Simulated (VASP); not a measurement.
# AlN (P6_3mc) in VASP: notebook

One crystal, AlN, is run at these levels: PBE; tasks: relaxation of shape and atoms at fixed volume.

All numbers are computed with VASP 6.6.1; they aren't measurements. Logs are shortened: lines on timing, memory, paths and dates and some standing lists are left out, and cuts for length are marked.

## 1. The undisturbed crystal

It takes space group P6_3mc (No. 186, hexagonal). Conventional cell: a = 3.113 Å, b = 3.113 Å, c = 4.981 Å, α = 90.00°, β = 90.00°, γ = 120.00°. Al (site symmetry 3m) is surrounded by 4 N at 1.89 Å. N (site symmetry 3m) is surrounded by 4 Al at 1.89 Å.

## 2. Relaxation of shape and atoms at fixed volume, PBE (a relaxed cell with its volume scaled by 0.97)

File INCAR:

```
PREC = Accurate
ENCUT = 520
EDIFF = 1E-7
ISMEAR = 0
SIGMA = 0.02
LREAL = False
LASPH = True
NELM = 60
ALGO = Normal
ISIF = 4
LWAVE = False
LCHARG = False
GGA = PE
IBRION = 2
NSW = 80
EDIFFG = -0.002
```

File KPOINTS:

```
regular mesh
0
Gamma
  9 9 4
```

File POSCAR:

```
AlN                                     
1.0
    3.0969730502      0.0000000000      0.0000000000
   -1.5484865251      2.6820573343      0.0000000000
    0.0000000000      0.0000000000      4.9657295781
  Al              N             
     2     2
Direct
     0.3333333300000021    0.6666666699999979    0.9992567876510421
     0.6666666699999979    0.3333333300000021    0.4992567876510421
     0.3333333300000021    0.6666666699999979    0.3807432123489605
     0.6666666699999979    0.3333333300000021    0.8807432123489605
```

Potentials or basis: VASP PAW PBE potentials, release 64 (Al, N).

Started as:

```
$ cat potpaw_PBE.64/Al/POTCAR potpaw_PBE.64/N/POTCAR > POTCAR
$ mpirun -np 1 vasp_std > vasp.out
```

OUTCAR:

```text
PREC = Accurate
   ENCUT = 520
   EDIFF = 1E-7
   ISMEAR = 0
   LREAL = False
   LASPH = True
   NELM = 60
   ISIF = 4
   GGA = PE
   IBRION = 2
   NSW = 80
   EDIFFG = -0.002

 ion  position               nearest neighbor table
   1  0.333  0.667  0.999-   4 1.88   4 1.88   4 1.88   3 1.89   2 3.06   2 3.06   2 3.06   2 3.06
                             2 3.06   2 3.06
   2  0.667  0.333  0.499-   3 1.88   3 1.88   3 1.88   4 1.89   1 3.06   1 3.06   1 3.06   1 3.06
                             1 3.06   1 3.06
   3  0.333  0.667  0.381-   2 1.88   2 1.88   2 1.88   1 1.89
   4  0.667  0.333  0.881-   1 1.88   1 1.88   1 1.88   2 1.89

  LATTYP: Found a hexagonal cell.
 ALAT       =     3.0969730502
 C/A-ratio  =     1.6034138811

  Lattice vectors:

 A1 = (   3.0969730502,   0.0000000000,   0.0000000000)
 A2 = (  -1.5484865251,   2.6820573343,   0.0000000000)
 A3 = (   0.0000000000,   0.0000000000,   4.9657295781)

Analysis of symmetry for initial positions (statically):
=====================================================================
 Subroutine PRICEL returns:
 Original cell was already a primitive cell.

 Routine SETGRP: Setting up the symmetry group for a
 hexagonal supercell.

 Subroutine GETGRP returns: Found 12 space group operations
 (whereof  6 operations were pure point group operations)
 out of a pool of 24 trial point group operations.

The static configuration has the point symmetry C_3v.
 The point group associated with its full space group is C_6v.

Analysis of symmetry for dynamics (positions and initial velocities):
=====================================================================
 Subroutine PRICEL returns:
 Original cell was already a primitive cell.

 Routine SETGRP: Setting up the symmetry group for a
 hexagonal supercell.

 Subroutine GETGRP returns: Found 12 space group operations
 (whereof  6 operations were pure point group operations)
 out of a pool of 24 trial point group operations.

The dynamic configuration has the point symmetry C_3v.
 The point group associated with its full space group is C_6v.

 Subroutine INISYM returns: Found 12 space group operations
 (whereof  6 operations are pure point group operations),
 and found     1 'primitive' translations

----------------------------------------------------------------------------------------

                                     Primitive cell

  volume of cell :      41.2466

  direct lattice vectors                    reciprocal lattice vectors
     3.096973050  0.000000000  0.000000000     0.322895932  0.186424054  0.000000000
    -1.548486525  2.682057334  0.000000000     0.000000000  0.372848107  0.000000000
     0.000000000  0.000000000  4.965729578     0.000000000  0.000000000  0.201380277

  length of vectors
     3.096973050  3.096973048  4.965729578     0.372848107  0.372848107  0.201380277

  position of ions in fractional coordinates (direct lattice)
     0.333333330  0.666666670  0.999256788
     0.666666670  0.333333330  0.499256788
     0.333333330  0.666666670  0.380743212
     0.666666670  0.333333330  0.880743212

  ion indices of the primitive-cell ions
   primitive index   ion index
                 1           1
                 2           2
                 3           3
                 4           4

----------------------------------------------------------------------------------------

 KPOINTS: regular mesh

Automatic generation of k-mesh.
 Grid dimensions read from file:
 generate k-points for:    9    9    4

 Generating k-lattice:

  Cartesian coordinates                     Fractional coordinates (reciprocal lattice)
     0.035877326  0.020713784  0.000000000     0.111111111  0.000000000  0.000000000
     0.000000000  0.041427567  0.000000000     0.000000000  0.111111111  0.000000000
     0.000000000  0.000000000  0.050345069     0.000000000  0.000000000  0.250000000

  Length of vectors
     0.041427567  0.041427567  0.050345069

  Shift w.r.t. Gamma in fractional coordinates (k-lattice)
     0.000000000  0.000000000  0.000000000

 Subroutine IBZKPT returns following result:
 ===========================================

 Found     36 irreducible k-points:

 Following reciprocal coordinates:
            Coordinates               Weight
  0.000000  0.000000  0.000000      1.000000
  0.111111  0.000000  0.000000      6.000000
  0.222222 -0.000000  0.000000      6.000000
  0.333333  0.000000  0.000000      6.000000
  0.444444 -0.000000  0.000000      6.000000
  0.111111  0.111111  0.000000      6.000000
[... 16 lines left out ...]
  0.333333  0.222222  0.250000     24.000000
  0.333333  0.333333  0.250000      4.000000
 [... further k-points ...]
   k-points           NKPTS =     36   k-points in BZ     NKDIM =     36   number of bands    NBANDS=     12
   number of dos      NEDOS =    301   number of ions     NIONS =      4
   total plane-waves  NPLWV =  23040
   dimension x,y,z NGX =    24 NGY =   24 NGZ =   40
   dimension x,y,z NGXF=    48 NGYF=   48 NGZF=   80
   ions per type =               2   2
   NGX,Y,Z   is equivalent  to a cutoff of  12.88, 12.88, 13.39 a.u.
   NGXF,Y,Z  is equivalent  to a cutoff of  25.77, 25.77, 26.78 a.u.
 SYSTEM =  unknown system
   PREC   = accura    normal or accurate (medium, high low for compatibility)
   ISTART =      0    job   : 0-new  1-cont  2-samecut
   ICHARG =      2    charge: 1-file 2-atom 10-const
   ISPIN  =      1    spin polarized calculation?
   LNONCOLLINEAR =      F non collinear calculations
   LSORBIT =      F    spin-orbit coupling
   LASPH  =      T    aspherical Exc in radial PAW
   ENCUT  =  520.0 eV  38.22 Ry    6.18 a.u.   5.76  5.76  9.23*2*pi/ulx,y,z
   NELM   =     60;   NELMIN=  2; NELMDL= -5     # of ELM steps
   EDIFF  = 0.1E-06   stopping-criterion for ELM
   LREAL  =      F    real-space projection
   EDIFFG = -.2E-02   stopping-criterion for IOM
   NSW    =     80    number of steps for IOM
   IBRION =      2    ionic relax: 0-MD 1-quasi-New 2-CG
   NFREE  =      1    steps in history (QN), initial steepest desc. (CG)
   ISIF   =      4    stress and relaxation
   ISYM   =      2    0-nonsym 1-usesym 2-fastsym
   POTIM  = 0.5000    time-step for ionic-motion
   TEBEG  =    0.0;   TEEND  =   0.0 temperature during run
   PSTRESS=    0.0 pullay stress
   NELECT =      16.0000    total number of electrons
   NUPDOWN=      -1.0000    fix difference up-down
   EMIN   =  10.00;   EMAX   =-10.00  energy-range for DOS
   EFERMI =   0.00;   METHOD = LEGACY
   ISMEAR =     0;   SIGMA  =   0.02  broadening in eV -4-tet -1-fermi 0-gaus
   EFERMI_NEDOS =   21; number of points for ismear=-14 and -15
   IALGO  =     38    algorithm
   IMIX   =      4    mixing-type and parameters
     AMIX     =   0.40;   BMIX     =  1.00
     AMIX_MAG =   1.60;   BMIX_MAG =  1.00
  volume/ion in A,a.u.               =      10.31        69.59
  Fermi-wavevector in a.u.,A,eV,Ry     =   1.193948  2.256234 19.395257  1.425511
  Thomas-Fermi vector in A             =   2.329950
   LORBIT       =      0    0 simple, 1 ext, 2 COOP (PROOUT), +10 PAW based schemes
   GGA     = PE    functional components
   LHFCALC =     F    Hartree Fock is set to
   AEXX    =    0.0000 exact exchange contribution
   IVDW    =     0    specifies the selected vdW correction
   LEPSILON=     F    determine dielectric tensor
   LRPA    =     F    only Hartree local field effects (RPA)
 conjugate gradient relaxation of ions
 non-spin polarized calculation
 Gauss-broadening in eV      SIGMA  =   0.02
  energy-cutoff  :      520.00
  volume of cell :       41.25
 maximum number of plane-waves:      1122
 NGX is ok and might be reduce to    24
   NGX = 11   NGY = 11   NGZ = 19

--------------------------------------- Ionic step        1  -------------------------------------------

 number of electron      15.9999996 magnetization

 Free energy of the ion-electron system (eV)
  ---------------------------------------------------
  ext. energy  EPLUGINS =         0.00000000
  ---------------------------------------------------
  free energy    TOTEN  =       -29.75539861 eV

  energy without entropy =      -29.75539861  energy(sigma->0) =      -29.75539861

------------------------ aborting loop because EDIFF is reached ----------------------------------------

  FORCE on cell =-STRESS in cart. coord.  units (eV):
  Direction    XX          YY          ZZ          XY          YZ          ZX
  --------------------------------------------------------------------------------------
  -------------------------------------------------------------------------------------
  Total        1.6589698      1.6589698      1.5480049      0.0000000     -0.0000000     -0.0000000
  in kB       64.4407384     64.4407383     60.1304388      0.0000000     -0.0000000     -0.0000000
  external PRESSURE =      63.0039718 kB  Pullay stress =       0.0000000 kB
[... 137 lines left out ...]
  energy  without entropy=      -29.7554971168  energy(sigma->0) =      -29.75549712

--------------------------------------- Ionic step        5  -------------------------------------------

 number of electron      15.9999996 magnetization

 Free energy of the ion-electron system (eV)
  ---------------------------------------------------
  ext. energy  EPLUGINS =         0.00000000
  ---------------------------------------------------
  free energy    TOTEN  =       -29.75550996 eV

  energy without entropy =      -29.75550996  energy(sigma->0) =      -29.75550996

 E-fermi :   6.4100     XC(G=0): -10.9653

 val. band max:        6.2850434333   @ k =   0.0000   0.0000   0.0000
 cond. band min:      10.5954415474   @ k =   0.0000   0.0000   0.0000
 fundamental gap:      4.3103981142
 Fermi energy:         6.4099853896

 k-point     1 :       0.0000    0.0000    0.0000
  band No.  band energies     occupation
      1      -8.9889      2.00000
      2      -6.8000      2.00000
      3       0.2295      2.00000
      4       5.3987      2.00000
      5       5.3987      2.00000
      6       6.0541      2.00000
      7       6.0541      2.00000
      8       6.2850      2.00000
      9      10.5954      0.00000
     10      13.0391      0.00000
     11      17.0002      0.00000
     12      17.5095      0.00000
[... 331 lines left out ...]
 k-point    24 :       0.3333    0.3333    0.2500
  band No.  band energies     occupation
      1      -6.4232      2.00000
      2      -6.4232      2.00000
      3       1.6566      2.00000
      4       1.8051      2.00000
      5       1.8051      2.00000
      6       3.2932      2.00000
      7       4.7922      2.00000
      8       4.7922      2.00000
      9      12.1955      0.00000
     10      14.5403      0.00000
     11      15.0067      0.00000
     12      15.0067      0.00000

 [... further k-points ...]

------------------------ aborting loop because EDIFF is reached ----------------------------------------

  FORCE on cell =-STRESS in cart. coord.  units (eV):
  Direction    XX          YY          ZZ          XY          YZ          ZX
  --------------------------------------------------------------------------------------
  -------------------------------------------------------------------------------------
  Total        1.6108453      1.6108453      1.6178093      0.0000000      0.0000000      0.0000000
  in kB       62.5713978     62.5713977     62.8419070      0.0000000      0.0000000      0.0000000
  external PRESSURE =      62.6615675 kB  Pullay stress =       0.0000000 kB
[... 19 lines left out ...]
  FREE ENERGIE OF THE ION-ELECTRON SYSTEM (eV)
  ---------------------------------------------------
  free  energy   TOTEN  =       -29.7555099558 eV

  energy  without entropy=      -29.7555099558  energy(sigma->0) =      -29.75550996

 reached required accuracy - stopping structural energy minimisation
```

Wall time 29 s (1 thread of AMD EPYC 7R13 (Zen 3), shared host); peak memory 0.13 GiB.

What came out:

```yaml
Free_energy: -29.7555 eV
Energy_gained_by_relaxing: 0.0 meV/atom
Ionic_steps: 5
Pressure_after_relaxing: 6.3 GPa
Band_gap_on_the_k_mesh: 4.31 eV, direct
```

The path:
| step | energy change (eV) | largest force (eV/Å) | pressure (GPa) | volume (Å³) |
| --- | --- | --- | --- | --- |
| 1 | 0.0000 | 0.0123 | 6.30 | 41.25 |
| 2 | -0.0001 | 0.0138 | 6.28 | 41.25 |
| 3 | -0.0001 | 0.0147 | 6.27 | 41.25 |
| 4 | -0.0001 | 0.0127 | 6.26 | 41.25 |
| 5 | -0.0001 | 0.0009 | 6.27 | 41.25 |

Final structure:
```
Al N
1.0
     3.09919    0.00000    0.00000
    -1.54959    2.68398    0.00000
     0.00000    0.00000    4.95863
Al N
2 2
Direct
  0.33333 0.66667 0.99895
  0.66667 0.33333 0.49895
  0.33333 0.66667 0.38105
  0.66667 0.33333 0.88105
```

Levels at points of the mesh, in eV from the valence-band top:
```
           k point  band 5  band 6  band 7  band 8  band 9  band 10  band 11  band 12
(0.00, 0.00, 0.00)   -0.89   -0.23   -0.23    0.00    4.31     6.75    10.72    11.22
(0.00, 0.00, 0.50)   -0.57   -0.57   -0.57   -0.57    6.57     6.57    10.42    10.42
```

(Part 1 of 2 ends here.)
